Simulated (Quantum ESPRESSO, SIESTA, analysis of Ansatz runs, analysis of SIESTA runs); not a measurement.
# V_Cl in NaCl (Fm-3m): how far do the levels depend on the basis, the mesh and the program? (SIESTA and Quantum ESPRESSO), part 2 of 5

Question: at which Fermi levels does V_Cl in NaCl (Fm-3m) change its charge, and how much of the answer depends on the basis, the mesh and the program? The model is a cell of 54 host atoms with 1 Cl taken out.

SIESTA and Quantum ESPRESSO ; SIESTA numerical-orbital DFT, PBEsol, DZP basis, PseudoDojo 0.4.1 potentials converted to PSML; charged supercells in a uniform background, point-charge correction with alignment at far sites.

So far. Step 2 (Band edges): The gap at this level is 5.10 eV.

## Step 3: Relaxing each charge state

Level of this step: SIESTA numerical-orbital DFT, PBEsol, DZP basis, PseudoDojo 0.4.1 potentials converted to PSML; relaxation of all atoms of a defect supercell (SIESTA).

Each state starts from the atoms near the defect displaced at random, so that no symmetry of the ideal site is imposed. An odd electron count needs spin polarisation, and the total moment is held fixed to keep the state apart from its neighbours in spin. Basis functions without a nucleus stand at the vacant site, for electrons that may collect there. Charge 0 is shown in full.

Contents of defect.fdf:

```
SystemName                      Na27Cl26
SystemLabel                     defect
NumberOfSpecies                 3
NumberOfAtoms                   54
%block ChemicalSpeciesLabel
  1   11 Na
  2   17 Cl
  3  -17 Cl_ghost
%endblock ChemicalSpeciesLabel
LatticeConstant                 1.0 Ang
%block LatticeVectors
     0.006468000     8.414829000     8.414829000
     8.414829000     0.006468000     8.414829000
     8.414829000     8.414829000     0.006468000
%endblock LatticeVectors
AtomicCoordinatesFormat         Fractional
%block AtomicCoordinatesAndAtomicSpecies
     0.000000000     0.000000000     0.000000000  1
     0.166666667     0.166666667     0.166666667  2
     0.000000000     0.000000000     0.333333333  1
     0.166666667     0.166666667     0.500000000  2
     0.000000000     0.000000000     0.666666667  1
     0.166666667     0.166666667     0.833333333  2
     0.000000000     0.333333333     0.000000000  1
     0.166666667     0.500000000     0.166666667  2
     0.000000000     0.333333333     0.333333333  1
     0.168661760     0.502785439     0.500071655  2
     0.000000000     0.333333333     0.666666667  1
     0.164984548     0.496956481     0.838156033  2
     0.000000000     0.666666667     0.000000000  1
     0.166666667     0.833333333     0.166666667  2
     0.000000000     0.666666667     0.333333333  1
     0.171149951     0.833849296     0.498608988  2
     0.000000000     0.666666667     0.666666667  1
     0.166666667     0.833333333     0.833333333  2
     0.333333333     0.000000000     0.000000000  1
     0.500000000     0.166666667     0.166666667  2
     0.333333333     0.000000000     0.333333333  1
     0.495397985     0.166034916     0.502439986  2
     0.333333333     0.000000000     0.666666667  1
     0.496664527     0.171267508     0.831636193  2
     0.333333333     0.333333333     0.000000000  1
     0.504988831     0.497695278     0.164442183  2
     0.333333333     0.333333333     0.333333333  1
     0.330789894     0.330980749     0.666737760  1
     0.503212537     0.499532098     0.835200545  2
     0.333333333     0.666666667     0.000000000  1
     0.499684761     0.828750916     0.168059288  2
     0.333042682     0.670905884     0.333533493  1
     0.502326864     0.836270566     0.499291429  2
     0.328695347     0.669068683     0.669454844  1
     0.500000000     0.833333333     0.833333333  2
     0.666666667     0.000000000     0.000000000  1
     0.833333333     0.166666667     0.166666667  2
     0.666666667     0.000000000     0.333333333  1
     0.832665314     0.164063673     0.498265663  2
     0.666666667     0.000000000     0.666666667  1
     0.833333333     0.166666667     0.833333333  2
     0.666666667     0.333333333     0.000000000  1
     0.834658656     0.501246794     0.161591001  2
     0.661656866     0.334226843     0.334695539  1
     0.837208129     0.498280916     0.496178148  2
     0.665848834     0.337024696     0.662320422  1
     0.833333333     0.500000000     0.833333333  2
     0.666666667     0.666666667     0.000000000  1
     0.833333333     0.833333333     0.166666667  2
     0.671288311     0.665289900     0.333555306  1
     0.833333333     0.833333333     0.500000000  2
     0.666666667     0.666666667     0.666666667  1
     0.833333333     0.833333333     0.833333333  2
     0.500000000     0.500000000     0.500000000  3
%endblock AtomicCoordinatesAndAtomicSpecies
%block kgrid.MonkhorstPack
    1   0   0  0.25
    0   1   0  0.25
    0   0   1  0.25
%endblock kgrid.MonkhorstPack
XC.Functional                   GGA
XC.Authors                      PBEsol
PAO.BasisSize                   DZP
PAO.EnergyShift                 0.005 Ry
Mesh.Cutoff                     300 Ry
Spin                            polarized
%block DM.InitSpin
    28   0.200
    34   0.200
    44   0.200
    46   0.200
    50   0.200
%endblock DM.InitSpin
Spin.Fix                        true
Spin.Total                      1.0
OccupationFunction              FD
ElectronicTemperature           0.01 eV
MaxSCFIterations                150
SCF.MustConverge                true
SCF.Mixer.Method                Pulay
SCF.Mixer.Weight                0.1
SCF.Mixer.History               10
SCF.DM.Tolerance                3.0e-4
SCF.H.Tolerance                 3.0e-3 eV
WriteForces                     true
Charge.Mulliken                 end
SaveRho                         true
SaveElectrostaticPotential      true
Charge.Hirshfeld                end
Charge.Voronoi                  end
MD.TypeOfRun                    Broyden
MD.Steps                        90
MD.MaxForceTol                  0.04 eV/Ang
MD.MaxDispl                     0.15 Ang
WriteCoorStep                   true
AtomCoorFormatOut               Fractional
%block Geometry.Constraints
  atom [54]
%endblock Geometry.Constraints
```

On the command line:

```console
$ OMP_NUM_THREADS=1 siesta defect.fdf > defect.out
```

Log:

```text
Version         : 5.4.2

                           ***********************
                           *  WELCOME TO SIESTA  *
                           ***********************

[...]
reinit: Reading from file defect.fdf

reinit: -----------------------------------------------------------------------
reinit: System Name: Na27Cl26
reinit: -----------------------------------------------------------------------
reinit: System Label: defect
reinit: -----------------------------------------------------------------------

[...]
initatom: Reading input for the pseudopotentials and atomic orbitals ----------
Species number:   1 Atomic number:   11 Label: Na
Species number:   2 Atomic number:   17 Label: Cl
Species number:   3 Atomic number:  -17 Label: Cl_ghost (floating PAOs)

[... pseudopotential checks and orbital generation ...]

prinput: Basis input

PAO.BasisType split

%block ChemicalSpeciesLabel
    1   11 Na                      # Species index, atomic number, species label
    2   17 Cl                      # Species index, atomic number, species label
    3  -17 Cl_ghost                # Species index, atomic number, species label
%endblock ChemicalSpeciesLabel

%block PAO.Basis                 # Define Basis set
# WARNING: This information might be incomplete!
Na                    4                    # Species label, number of l-shells
 n=2   0   1                         # n, l, Nzeta
   2.788
   1.000
 n=3   0   2                         # n, l, Nzeta
   9.697      7.095
   1.000      1.000
 n=2   1   1                         # n, l, Nzeta
   3.254
   1.000
 n=3   1   1                         # n, l, Nzeta
   9.697
   1.000
Cl                    2                    # Species label, number of l-shells
 n=3   0   2                         # n, l, Nzeta
   4.413      2.893
   1.000      1.000
 n=3   1   2 P   1                   # n, l, Nzeta, Polarization, NzetaPol
   5.490      3.619
   1.000      1.000
Cl_ghost              2                    # Species label, number of l-shells
 n=3   0   2                         # n, l, Nzeta
   4.413      2.893
   1.000      1.000
 n=3   1   2 P   1                   # n, l, Nzeta, Polarization, NzetaPol
   5.490      3.619
   1.000      1.000
%endblock PAO.Basis

prinput: ----------------------------------------------------------------------

coor:   Atomic-coordinates input format  =     Fractional

[...]
siesta: System type = bulk

initatomlists: Number of atoms, orbitals, and projectors:     54   594   684

[... echo of the settings ...]

siesta: k-grid: Number of k-points = 1
siesta: k-points from Monkhorst-Pack grid
siesta: k-cutoff (effective) =     5.946 Ang
siesta: k-point supercell and displacements
siesta: k-grid:     1     0     0      0.250
siesta: k-grid:     0     1     0      0.250
siesta: k-grid:     0     0     1      0.250

diag: Algorithm                                     = D&C
diag: Absolute tolerance                            =  0.100E-15
diag: Orthogonalization factor                      =  0.100E-05

superc: Internal auxiliary supercell:     3 x     3 x     3  =      27
superc: Number of atoms, orbitals, and projectors:   1458  16038  18468

siesta: Constraint (1): pos
  [ 54 ]

                     ====================================
                        Begin Broyden opt. move =      0
                     ====================================

[...]
superc: Internal auxiliary supercell:     3 x     3 x     3  =      27
superc: Number of atoms, orbitals, and projectors:   1458  16038  18468

outcell: Unit cell vectors (Ang):
        0.006468    8.414829    8.414829
        8.414829    0.006468    8.414829
        8.414829    8.414829    0.006468

outcell: Cell vector modules (Ang)   :   11.900367   11.900367   11.900367
outcell: Cell angles (23,13,12) (deg):     59.9491     59.9491     59.9491
outcell: Cell volume (Ang**3)        :   1190.3231
[...]
Initializing Density Matrix...

[...]
DM filled with atomic data (user-defined):

InitMesh: MESH = 108 x 108 x 108 = 1259712
InitMesh: Mesh cutoff (required, used) =   300.000   341.182 Ry

[...]
iscf     Eharris(eV)        E_KS(eV)     FreeEng(eV)     dDmax     Ef_up Ef_dn(eV) dHmax(eV)
   scf:    1   -45197.124292   -45176.992521   -45176.992521  0.285854 -3.091610 -4.020268  2.943082
[...]
scf:    2   -45178.422799   -45177.726150   -45177.726150  0.007814 -2.720760 -3.637912  2.461588
[...]
scf:    3   -45179.882999   -45179.125533   -45179.125533  0.033045 -2.560353 -4.439799  1.508154
[...]
scf:    4   -45179.215986   -45179.174980   -45179.174980  0.007302 -3.700903 -3.558846  0.766014
[...]
scf:    5   -45179.199748   -45179.191710   -45179.191710  0.006953 -2.677202 -3.442251  0.139704
[...]
scf:    6   -45179.197486   -45179.196336   -45179.196336  0.001752 -2.702115 -3.469941  0.095120
[...]
scf:    7   -45179.196368   -45179.196352   -45179.196352  0.000086 -2.701823 -3.469005  0.085486
[...]
scf:    8   -45179.196570   -45179.196489   -45179.196489  0.000644 -2.692847 -3.457080  0.016398
[...]
scf:    9   -45179.196513   -45179.196502   -45179.196502  0.000292 -2.690767 -3.455242  0.010382
[...]
scf:   10   -45179.196503   -45179.196502   -45179.196502  0.000027 -2.691073 -3.456644  0.004325
[...]
DM extrapolation coefficients:
1   1.00000
New DM after history re-use:

[...]
iscf     Eharris(eV)        E_KS(eV)     FreeEng(eV)     dDmax     Ef_up Ef_dn(eV) dHmax(eV)
   scf:    1   -45179.309703   -45179.258558   -45179.258558  0.001426 -3.671384 -3.478853  0.027643
[...]
scf:    2   -45179.257528   -45179.258321   -45179.258321  0.000778 -3.666452 -3.471618  0.042235
[...]
scf:    3   -45179.258810   -45179.258674   -45179.258674  0.000481 -3.666729 -3.473367  0.003184
[...]
scf:    4   -45179.258676   -45179.258675   -45179.258675  0.000051 -3.666757 -3.473604  0.001096
     spin moment: {S} , |S| = {        0.0        0.0    1.00000 }     1.00000

SCF Convergence by DM+H criterion
[...]
SCF cycle converged after 4 iterations

[...]
siesta: E_KS(eV) =           -45179.2587

siesta: Atomic forces (eV/Ang):
     1   -0.006478   -0.000044   -0.001695
     2    0.005289   -0.005814    0.001476
     3    0.002620    0.001520   -0.001940
     4   -0.003286    0.004259    0.000263
     5   -0.001265   -0.002182    0.002610
     6    0.000237    0.003008    0.016603
     7    0.002161   -0.000021    0.001234
     8   -0.001959   -0.001945   -0.003805
     9    0.003819   -0.000067   -0.001976
    10   -0.006780   -0.000005   -0.016589
[...]
50   -0.001047    0.008788    0.001313
    51    0.002556   -0.004860   -0.001021
    52    0.000908   -0.004951   -0.002806
    53   -0.001903    0.003946   -0.005549
    54    0.000007   -0.000007    0.000037
   Tot    0.022244   -0.009514   -0.040566
   Max    0.016603
   Res    0.004981    sqrt( Sum f_i^2 / 3N )
   Max    0.016603    constrained

Stress tensor Voigt[x,y,z,yz,xz,xy] (kbar):       -2.56       -2.56       -2.57        0.29        0.29        0.29
[...]
outcoor: Relaxed atomic coordinates (fractional):
   -0.00007776    0.00005890    0.00003337   1       1  Na
    0.16696807    0.16627695    0.16668867   2       2  Cl
    0.00006376   -0.00003789    0.33325196   1       3  Na
    0.16652290    0.16687891    0.49998189   2       4  Cl
   -0.00002852    0.00002038    0.66672492   1       5  Na
    0.16604103    0.16636410    0.83370953   2       6  Cl
    0.00000799    0.33321942    0.00000809   1       7  Na
    0.16690616    0.50008158    0.16663113   2       8  Cl
    0.00011448    0.33326242    0.33322401   1       9  Na
    0.16734632    0.50060712    0.49976096   2      10  Cl
    0.00006065    0.33329718    0.66669303   1      11  Na
    0.16676778    0.49995404    0.83342257   2      12  Cl
   -0.00004631    0.66670625    0.00003790   1      13  Na
    0.16681375    0.83338577    0.16661990   2      14  Cl
    0.00006523    0.66676769    0.33319609   1      15  Na
    0.16733426    0.83325168    0.50029392   2      16  Cl
    0.00001716    0.66678388    0.66666547   1      17  Na
    0.16642204    0.83343406    0.83368528   2      18  Cl
    0.33329576    0.00001875   -0.00002557   1      19  Na
    0.50011472    0.16659352    0.16653618   2      20  Cl
[...]
0.66689864    0.33312031    0.33311797   1      44  Na
    0.83400523    0.49975284    0.49939869   2      45  Cl
    0.66691083    0.33310150    0.66683558   1      46  Na
    0.83375339    0.49993090    0.83274636   2      47  Cl
    0.66672732    0.66665867   -0.00009623   1      48  Na
    0.83356135    0.83357088    0.16636515   2      49  Cl
    0.66683864    0.66684559    0.33309454   1      50  Na
    0.83357906    0.83318263    0.49994588   2      51  Cl
    0.66683823    0.66664721    0.66664406   1      52  Na
    0.83328245    0.83367630    0.83311126   2      53  Cl
    0.50000000    0.50000000    0.50000000   3      54  Cl_ghost

[...]
siesta: Final energy (eV):
siesta:  Band Struct. =  -10204.965651
siesta:       Kinetic =   24323.624540
siesta:       Hartree =   15191.149219
[...]
siesta:         Exch. =   -7559.009562
siesta:         Corr. =    -567.264039
[...]
siesta:   Exch.-corr. =   -8126.273601
siesta:  Ion-electron =  -55625.122315
siesta:       Ion-ion =  -20942.636518
[...]
siesta:         Total =  -45179.258675
siesta:      Fermi_up =      -3.666757
siesta:      Fermi_dn =      -3.473604

siesta: Stress tensor (static) (eV/Ang**3):
siesta:    -0.001598    0.000182    0.000184
siesta:     0.000182   -0.001596    0.000183
siesta:     0.000184    0.000183   -0.001602

siesta: Cell volume =       1190.323111 Ang**3

siesta: Pressure (static):
siesta:                Solid            Molecule  Units
siesta:           0.00001741          0.00001817  Ry/Bohr**3
siesta:           0.00159856          0.00166866  eV/Ang**3
siesta:           2.56117672          2.67349316  kBar

[...]
mulliken: Qtot =      213.000

[...]
mulliken: Qtot =      212.000

Mulliken Atomic Populations:
Atom #   charge [q] valence [e]      Sz [e]  Species
     1     0.310777    8.689223   -0.001999  Na
     2    -0.307432    7.307432   -0.000300  Cl
     3     0.296222    8.703778    0.017079  Na
     4    -0.307609    7.307609    0.000018  Cl
     5     0.296103    8.703897    0.017068  Na
     6    -0.308641    7.308641    0.000177  Cl
     7     0.296325    8.703675    0.017020  Na
     8    -0.307670    7.307670    0.000017  Cl
     9     0.324431    8.675569   -0.026057  Na
    10    -0.302933    7.302933    0.004203  Cl
    11     0.298951    8.701049    0.013833  Na
    12    -0.300803    7.300803    0.001878  Cl
    13     0.296155    8.703845    0.017011  Na
    14    -0.308468    7.308468    0.000180  Cl
    15     0.298834    8.701166    0.013888  Na
    16    -0.300727    7.300727    0.001904  Cl
    17     0.324277    8.675723   -0.025934  Na
    18    -0.308400    7.308400    0.000179  Cl
    19     0.296286    8.703714    0.017094  Na
    20    -0.307712    7.307712    0.000016  Cl
[...]
44     0.246424    8.753576    0.160479  Na
    45    -0.302858    7.302858    0.004147  Cl
    46     0.246445    8.753555    0.160695  Na
    47    -0.307699    7.307699    0.000017  Cl
    48     0.324544    8.675456   -0.025998  Na
    49    -0.308479    7.308479    0.000179  Cl
    50     0.246512    8.753488    0.160733  Na
    51    -0.307662    7.307662    0.000019  Cl
    52     0.321530    8.678470   -0.023483  Na
    53    -0.307400    7.307400   -0.000301  Cl
    54     6.983788    0.016212    0.020603  Cl_ghost
 Total     7.000000                1.000000

[...]
Job completed
```

The job ended after 19 min (1 MPI rank of Arm Neoverse V1, shared host; peak memory 0.94 GiB).

The steps and moves of this run count from the displaced start.

Relaxation path:

```csv
step,energy less that of the first step (eV),largest force (eV/Å)
0,0.0000,0.1641
1,-0.0063,0.1524
2,-0.0390,0.1035
3,-0.0534,0.0760
4,-0.0560,0.0706
5,-0.0599,0.0484
6,-0.0600,0.0494
7,-0.0622,0.0197
```

The atoms that moved most (Å):

```csv
atom,dx,dy,dz,length
Na46,0.005,0.046,-0.023,0.052
Na44,-0.023,0.030,0.035,0.052
Cl12,-0.015,-0.025,0.041,0.050
Cl26,0.039,-0.021,-0.023,0.050
Na32,-0.038,-0.002,-0.032,0.049
Cl33,-0.022,-0.009,-0.043,0.049
Cl31,0.025,-0.004,0.043,0.049
Cl43,0.031,0.030,-0.024,0.049
```

The atoms nearest to the centre after the run:

```csv
atom,distance (Å)
Na32,2.806
Na34,2.806
Na50,2.807
Na46,2.807
Na44,2.807
Na28,2.808
Cl24,3.954
Cl10,3.957
Cl39,3.959
Cl16,3.959
Cl31,3.960
Cl43,3.963
Cl12,3.964
Cl33,3.965
Cl26,3.965
Cl29,3.965
```

Energies on the run's own zero. States near gap, by row:

```csv
spin,k,band,energy (eV),filled by count
up,0,209,-8.073,1
up,0,210,-8.073,1
up,0,211,-7.958,1
up,0,212,-7.957,1
up,0,213,-3.947,1
up,0,214,-2.302,0
up,0,215,-1.456,0
up,0,216,-1.235,0
up,0,217,-1.233,0
down,0,208,-8.117,1
down,0,209,-8.07,1
down,0,210,-8.07,1
down,0,211,-7.955,1
down,0,212,-7.955,1
down,0,213,-3.137,0
down,0,214,-2.068,0
down,0,215,-1.316,0
down,0,216,-1.001,0
```

The states that were run, at one point at (¼, ¼, ¼), on 1 MPI rank of Arm Neoverse V1, shared host:

```csv
charge,moment (μB),outcome,structures computed,largest displacement of a host atom from its site (Å),lowest empty less highest filled level (eV),time
+1,0,converged,8,0.20,4.77,13 min
0,1,converged,8,0.01,0.81,19 min
−1,0,converged,14,0.16,1.29,22 min
```

Against the host's sites the lattice moves most at charge +1 (0.20 Å); the smallest move among the states is 0.01 Å.

## Step 4: Corrections and levels

A charged cell interacts with its images and the background. The point-charge term, screened by the static dielectric constant, takes that out, and the potential far from the defect is aligned with the host's. Chemical potentials: Cl (Cl2 molecule) and Na (bcc), run alike.

By state, in eV; the first energy still holds the atoms taken out or put in:

```csv
charge,moment (μB),"energy over the host, electrons at the valence top",point-charge term,potential shift at far sites,its spread,correction
−1,0,453.812,0.334,0.060,0.012,0.274
0,1,449.227,0.000,-,-,0.000
+1,0,444.978,0.334,0.017,0.017,0.351
```

Potentials at atomic sites for charge −1, some of the atoms; distances and the model charge refer to the site on which the defect was built:

```csv
atom,distance from that site (Å),potential less the host's (eV),point-charge model (eV)
Na46,2.641,0.293,0.290
Na28,2.651,0.287,0.286
Cl10,4.016,0.020,0.014
Cl29,4.020,0.025,0.013
Na21,4.849,-0.058,-0.060
Na52,4.855,-0.064,-0.060
Cl49,5.601,-0.006,-0.112
Na19,6.268,-0.032,-0.106
Na30,6.272,-0.044,-0.106
Cl53,6.865,-0.059,-0.113
Cl20,6.868,-0.068,-0.113
```

Over the charge states the far sites scatter by a standard deviation of up to 0.02 eV about the model once its mean shift is taken off, which is the uncertainty of the alignment.

Limit set by the element alone; other compounds of these elements are not counted. Chemical potentials from the elements' reference states: Cl 0.00 eV, Na -4.13 eV. Formation energies (Cl-rich), with the Fermi level at the valence top and at the conduction bottom (gap 5.10 eV):

```csv
charge,at valence top (eV),at conduction bottom (eV),correction included (eV)
+1,0.88,5.98,0.35
0,4.78,4.78,0.00
−1,9.64,4.54,0.27
```

Fermi level (eV), lowest formation energy (eV) and a bar from the least value:
```
     0.00       0.88 
     0.46       1.35 ####
     0.93       1.81 #######
     1.39       2.27 ###########
     1.85       2.74 ##############
     2.32       3.20 ##################
     2.78       3.67 #####################
     3.25       4.13 #########################
     3.71       4.59 #############################
     4.17       4.78 ##############################
     4.64       4.78 ##############################
     5.10       4.54 ############################
```

Limit set by the element alone; other compounds of these elements are not counted. Chemical potentials from the elements' reference states: Na 0.00 eV, Cl -4.13 eV. Formation energy by charge state (Na-rich; gap 5.10 eV):

```csv
charge,at valence top (eV),at conduction bottom (eV),correction included (eV)
+1,-3.24,1.86,0.35
0,0.65,0.65,0.00
−1,5.51,0.41,0.27
```

(Fermi level (eV), lowest formation energy (eV)): (0.00, -3.24), (0.46, -2.78), (0.93, -2.32), (1.39, -1.85), (1.85, -1.39), (2.32, -0.93), (2.78, -0.46), (3.25, 0.00), (3.71, 0.47), (4.17, 0.65), (4.64, 0.65), (5.10, 0.41)

So at this level: (+1/0) at 3.90 eV (4.25 without the correction) and (0/−1) at 4.86 eV (4.59 without the correction), in a gap of 5.10 eV.

(Part 2 of 5 ends here.)

[Logs are printed without paths, hosts, clocks, repeated set-up lines and the standing remarks that a program may print on its own settings, such as how far it seeks lower states.]

[Hosts, paths, dates, database ids (printed as entryN), source tags and the programs' standing remarks are cut or masked in the printed files.]

[For some hosts the program warned that the k-mesh of the response run may be too coarse for force constants and the static dielectric constant; such warnings are not shown here.]

[Charge tables in the logs are Mulliken or Hirshfeld populations, whose sizes and signs can differ; where basis functions stand at a vacancy, SIESTA counts their charge against the missing atom's valence.]

[In relaxation paths of CP2K, step 0 can be the structure after the first move, since the trajectory file begins there, and the last row can be the final structure solved once more.]
